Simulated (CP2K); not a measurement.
**CdS (Greenockite) under changes of volume**

One of the cells (25.121 Å³/atom); the others are scaled copies at fixed shape and fractional positions:

```
Cd S
1.0
     4.15000    0.00000    0.00000
    -2.07500    3.59401    0.00000
     0.00000    0.00000    6.73700
Cd S
2 2
Direct
  0.66667 0.33333 0.50000
  0.33333 0.66667 0.00000
  0.66667 0.33333 0.87500
  0.33333 0.66667 0.37500
```

| Quantity | Value |
| --- | --- |
| Program | CP2K 2026.2 |
| Functional | PBE |
| Potentials or basis | POTENTIAL_UZH Cd GTH-PBE-q12, S GTH-PBE-q6; TZVP-MOLOPT-PBE-GTH basis |
| Density cutoff | 6123 eV |
| k mesh | 7 × 7 × 4 |
| Occupations | fermi-dirac, width 0.05 eV |
| Spin | no spin polarisation |

```csv
volume (Å³/atom),energy over the lowest point (meV/atom),pressure (GPa),gap on the mesh (eV),largest force (eV/Å)
23.614,54.25,7.3,1.33,0.083
24.116,34.20,5.6,1.29,0.079
24.618,19.24,4.0,1.24,0.075
25.121,8.86,2.6,1.19,0.071
25.623,?,?,?,?
26.126,0.00,0.3,1.10,0.063
26.628,0.74,-0.7,1.05,0.060
```

What does the run at 25.623 Å³/atom give?

Energy over the lowest point 2.58 meV/atom; pressure 1.4 GPa; gap on the mesh 1.14 eV; largest force 0.067 eV/Å.

Worked out: A Birch-Murnaghan fit of order 3 (a polynomial in V^(-2/3)) to the other rows has its minimum at 26.26 Å³/atom with B0 = V·E''(V) = 54 GPa and B' = 4.6 at fixed shape and positions, which overstates the stiffness. It gives 2.59 meV/atom at 25.623 Å³/atom, against the run's 2.58, and -dE/dV = 1.4 GPa, against 1.4. A straight line through the other rows of the gap, of slope -2.35 eV per unit of ln V (its deformation potential), gives 1.14 eV, against the run's 1.14.

Energies are extrapolated to zero smearing.

Caveats: the basis of atomic orbitals isn't converged, which shifts pressures, moduli and gaps.

Spin-orbit coupling on Cd is left out.
